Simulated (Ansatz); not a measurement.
**MnO2 under changes of volume**

One of the cells (10.800 Å³/atom); the others are scaled copies at fixed shape and fractional positions:

```
Mn O
1.0
     1.42843    0.82471    4.58393
    -1.42843    0.82471    4.58393
     0.00000   -1.64941    4.58393
Mn O
1 2
Direct
  0.00000 0.00000 0.00000
  0.73564 0.73564 0.73564
  0.26436 0.26436 0.26436
```

Measurements of this composition are mostly on another form, of space group No. 136.

```yaml
Program: Ansatz 0.2.0
Functional: PBEsol
Potentials_or_basis: Ansatz PAW
Cutoff: "420 eV (not typed: the program's choice for these potentials)"
k_mesh: 11 × 11 × 11
Occupations: fermi-dirac, width 0.05 eV
Spin: collinear spin, ferromagnetic start
Starting_moments: "[4.0, 0.0, 0.0] μB"
```

```tsv
volume (Å³/atom)	energy over the lowest point (meV/atom)	pressure (GPa)	gap on the mesh (eV)	largest force (eV/Å)
10.152	?	?	?	?
10.368	6.02	6.8	0.61	0.450
10.584	0.04	2.2	0.69	0.130
10.800	0.00	-2.0	0.77	0.163
11.016	5.26	-5.7	0.84	0.434
11.232	15.25	-9.0	0.91	0.682
11.448	29.45	-12.0	0.97	0.911
```

Q: What does the run at 10.152 Å³/atom give?

A: Energy over the lowest point 18.67 meV/atom; pressure 12.0 GPa; gap on the mesh 0.53 eV; largest force 0.798 eV/Å.

Worked out: A Birch-Murnaghan fit of order 3 (a polynomial in V^(-2/3)) to the other rows has its minimum at 10.69 Å³/atom with B0 = V·E''(V) = 206 GPa and B' = 4.7 at fixed shape and positions, which overstates the stiffness. It gives 18.67 meV/atom at 10.152 Å³/atom, against the run's 18.67, and -dE/dV = 12.1 GPa, against 12.0. A straight line through the other rows of the gap, of slope 3.65 eV per unit of ln V, extrapolates to 0.54 eV, against the run's 0.53.

Energies are extrapolated to zero smearing.

Caveats: odd divisions of the mesh miss points on the zone boundary, where band edges often lie, so the gap on the mesh can be too wide; a cell with one magnetic atom can't hold antiferromagnetic order, which such compounds often take; the PAW data sets come from PBE, with cores solved anew for the run's functional, which leaves a small shift of forces and pressure.

A mesh can miss the band edges.
